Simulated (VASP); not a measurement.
Wanted: the native input for a VASP 6.6.1 run.

| Item | Value |
| --- | --- |
| Task | relaxation of cell and atoms |
| Functional | PBE |
| Potentials or basis | VASP PAW PBE potentials, release 64 (Si, Ge_d) |
| Cutoff | 520 eV |
| k mesh | 6 × 6 × 6 |
| Occupations | gaussian, width 0.15 eV |
| Spin | no spin polarisation |
| Further INCAR settings | PREC = Normal; ALGO = Fast; EDIFF = 0.0001; IBRION = 2; EDIFFG = -0.08; NSW = 24; ISIF = 3 |

The structure of Si3Ge lies in POSCAR:

```
Si3Ge
1.0
   -2.3889710000      2.3889710000      2.9699680100
    2.3889710000     -2.3889710000      2.9699680100
    2.3889710000      2.3889710000     -2.9699680100
Si Ge
3 1
Direct
    0.5000000000      0.0000000000      0.5000000000
    0.0000000000      0.5000000000      0.5000000000
    0.0000000000      0.0000000000      0.0000000000
    0.5000000000      0.5000000000      0.0000000000
```

The cell was built by a generator and needn't be a form met in nature.

These files were run (other wordings do the same):

INCAR

```
SYSTEM = Si3Ge
PREC     = Normal         ! precision mode
ENCUT    = 520            ! plane-wave cutoff, eV
EDIFF    = 1E-4           ! SCF threshold, eV
ISMEAR   = 0              ! smearing method
SIGMA    = 0.15           ! smearing width, eV
LREAL    = .False.        ! projectors in reciprocal space
LASPH    = .True.         ! aspherical terms in the spheres
NELM     = 60             ! most SCF steps
ALGO     = Fast           ! electronic algorithm
ISIF     = 3              ! what is computed and relaxed
LWAVE    = .False.        ! write WAVECAR
LCHARG   = .False.        ! write CHGCAR
GGA      = PE             ! functional
IBRION   = 2              ! ionic algorithm
NSW      = 24             ! ionic steps
EDIFFG   = -0.08          ! ionic threshold
```

KPOINTS

```
Automatic mesh
0
Gamma
  6 6 6
  0 0 0
```

Potentials or basis: VASP PAW PBE potentials, release 64 (Si, Ge_d).

Launch:

```bash
$ cat potpaw_PBE.64/Si/POTCAR potpaw_PBE.64/Ge_d/POTCAR > POTCAR
$ mpirun -np 1 vasp_std > vasp.out
```

It gave:

| Item | Value |
| --- | --- |
| Relaxed volume | 16.96 Å³/atom |
| Relaxed cell | a = 4.450 Å, b = 4.450 Å, c = 4.450 Å, α = 109.78°, β = 109.78°, γ = 108.86° |
| Space group after relaxing (to 0.05 Å) | I4/mmm (No. 139) |
| Energy gained by relaxing | 194.1 meV/atom |
| Ionic steps | 9 |
| Pressure after relaxing | 0.4 GPa |
| Band gap on the k mesh | none (metal or under the smearing width) |

Wall time 66 s on 1 thread of Intel(R) Xeon(R) Platinum 8488C (Sapphire Rapids), on a shared host, peak memory 0.17 GiB.
